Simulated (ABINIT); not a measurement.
A run of ABINIT 10.8.3 (patched build) is set up as follows.

run.abi

```
# Datasets: one volume each
ndtset 7
getwfk -1
scalecart1 3*0.9795861087
scalecart2 3*0.9864848297
scalecart3 3*0.9932883884
scalecart4 3*1.0000000000
scalecart5 3*1.0066227096
scalecart6 3*1.0131594038
scalecart7 3*1.0196128224

# Pseudopotentials
pp_dirpath "./"
pseudos "Si.upf"

# Structure
acell 3.8492788627 3.8492788627 3.8492788627 Angstrom
rprim
     0.0000000000     0.7071067812     0.7071067812
     0.7071067812     0.0000000000     0.7071067812
     0.7071067812     0.7071067812     0.0000000000
ntypat 1
znucl 14
natom 2
typat 1 1
xred
     0.5000000000     0.5000000000     0.5000000000
     0.7500000000     0.7500000000     0.7500000000

# Plane-wave basis
ecut 18.0

# k points
kptopt 1
ngkpt 8 8 8
nshiftk 1
shiftk 0.0 0.0 0.0

# Exchange and correlation
ixc 11

# Bands and occupations
nband 8
occopt 3
tsmear 0.05 eV

# SCF cycle
nstep 100
tolvrs 1.0e-10

# Output
iomode 3
prtwf 1
prtden 0
prteig 0
prtebands 0
enunit 2
```

Potentials or basis: PseudoDojo NC SR PBE v0.5 stringent.

Run with:

```bash
$ abinit run.abi > log 2>&1
```

Q: Estimate the pressure derivative of the bulk modulus.

A: 4.2.

Q: Predict the bulk modulus.

A: 88 GPa.

Q: What does it give for the equilibrium volume?

A: 20.45 Å³/atom.

Energy against volume, from the lowest point:
| volume (Å³/atom) | energy (meV/atom) |
| --- | --- |
| 18.955 | 34.16 |
| 19.358 | 17.46 |
| 19.761 | 6.57 |
| 20.165 | 0.91 |
| 20.568 | 0.00 |
| 20.971 | 3.34 |
| 21.375 | 10.51 |

Caveat: pressures at fixed basis lie under the slope of the energies.
